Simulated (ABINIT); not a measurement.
Runs of ABINIT 10.8.3 (patched build) on Ni. Symmetry: Im-3m, No. 229, cubic system. Conventional cell: a = 2.767 Å, b = 2.767 Å, c = 2.767 Å, α = 90.00°, β = 90.00°, γ = 90.00°. Ni (site symmetry m-3m) is surrounded by 8 Ni at 2.40 Å. This isn't the form of Ni at room conditions, which is fcc.

| task | level | potentials or basis | k mesh | cutoff (eV) | smearing | bands in the sums | broadening (eV) | scissor shift (eV) | tensor components | gap on the mesh (eV) | pressure (GPa) | moment (μB) |
| --- | --- | --- | --- | --- | --- | --- | --- | --- | --- | --- | --- | --- |
| single point | PBEsol | PseudoDojo NC SR PBEsol v0.4.1 standard | 10 × 10 × 10 | 1225 | fermi-dirac 0.05 eV | - | - | - | - | none | -3.7 | 0.56 |
| single point | LDA | PseudoDojo NC SR LDA v0.4.1 standard | 10 × 10 × 10 | 1252 | fermi-dirac 0.05 eV | - | - | - | - | none | -12.0 | 0.36 |
| optical spectrum | PBEsol | PseudoDojo NC SR PBEsol v0.4.1 standard | 16 × 16 × 16, with 2 shifts | 1225 | methfessel-paxton 0.136 eV | 17 | 0.05 | 0 | [11] | - | -4.1 | 0.56 |
| optical spectrum | LDA | PseudoDojo NC SR LDA v0.4.1 standard | 16 × 16 × 16, with 2 shifts | 1252 | fermi-dirac 0.2 eV | 21 | 0.05 | 0 | [11] | - | (a) | (b) |

Alike in all rows: spin collinear, ferromagnetic start; cell as given.

Task: Fill in the values left out.

Result: (a) -10.5; (b) 0.00.

Caveats: the intraband (Drude) term is left out (some runs); spectra need much finer meshes, so this one isn't converged (some runs).

A k mesh can miss the band edges.

A gap of «none» marks a metal or a gap under the smearing width.

Not every run made on this cell is shown here.
